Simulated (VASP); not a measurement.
A run of VASP 6.6.1 is set up as follows.

The input POSCAR:

```
Ir
1.0
    2.7513778946      0.0000000000      0.0000000000
   -1.3756889473      2.3827631521      0.0000000000
    0.0000000000      0.0000000000      4.4622900000
Ir
2
Direct
    0.6666666700      0.3333333300      0.7500000000
    0.3333333300      0.6666666700      0.2500000000
```

File INCAR.step1:

```
SYSTEM = Ir
  PREC = Accurate
  ENCUT = 600
  ISMEAR = 0
  SIGMA = 0.1
  LREAL = .FALSE.
  LASPH = .TRUE.
  NELM = 100
  GGA = PE
  ALGO = Normal
  EDIFF = 1E-4
  LWAVE = .TRUE.
  LCHARG = .FALSE.
```

The input INCAR.step2:

```
SYSTEM = Ir
  PREC = Accurate
  ENCUT = 600
  EDIFF = 1E-6
  ISMEAR = 0
  SIGMA = 0.1
  LREAL = .FALSE.
  LASPH = .TRUE.
  NELM = 100
  ALGO = Normal
  ISIF = 3
  LWAVE = .FALSE.
  LCHARG = .FALSE.
  METAGGA = R2SCAN
  LMIXTAU = .TRUE.
  IBRION = 2
  NSW = 100
  EDIFFG = -0.05
  ISTART = 1
```

The input KPOINTS:

```
regular mesh
0
G
  9 9 4
  0 0 0
```

Potentials or basis: VASP PAW PBE potentials, release 64 (Ir).

Command:

```sh
$ cat potpaw_PBE.64/Ir/POTCAR > POTCAR
$ cp INCAR.step1 INCAR
$ mpirun -np 1 vasp_std > vasp.out
$ cp INCAR.step2 INCAR
$ mpirun -np 1 vasp_std > vasp.out
```

(1) Estimate the band gap on the k mesh.

(2) What does it give for the relaxed cell?

## Answers

(1) none (metal or under the smearing width).

(2) a = 2.734 Å, b = 2.734 Å, c = 4.433 Å, α = 90.00°, β = 90.00°, γ = 120.00°.
